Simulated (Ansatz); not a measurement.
## TiPt3 in Ansatz: the effect of functional

The system is TiPt3.

```xyz
4
Lattice="3.9734 0.0000 0.0000 0.0000 3.9734 0.0000 0.0000 0.0000 3.9734" Properties=species:S:1:pos:R:3 pbc="T T T"
Pt    1.9867    1.9867    0.0000
Pt    1.9867    0.0000    1.9867
Pt    0.0000    1.9867    1.9867
Ti    0.0000    0.0000    0.0000
```

The cell isn't the ideal one: volume scaled by 1.06.

Alike in all runs:

```yaml
Program: Ansatz 0.2.0
Task: single point
Potentials_or_basis: Ansatz PAW
k_mesh: 7 × 7 × 7
Occupations: fermi-dirac, width 0.05 eV
Spin: no spin polarisation
```

Task: One run gave: pressure -9.3 GPa. Which functional did it use?
A. r2SCAN
B. LDA
C. PBE

Result: A.

```tsv
functional	cutoff	pressure (GPa)
LDA	420 eV (not typed: the program's choice for these potentials)	-18.0
r2SCAN	500 eV (not typed: the program's choice for these potentials)	-9.3
PBE	420 eV (not typed: the program's choice for these potentials)	-4.3
```

Caveats: the PAW data sets come from PBE, with cores solved anew for the run's functional, which leaves a small shift of forces and pressure (some runs).
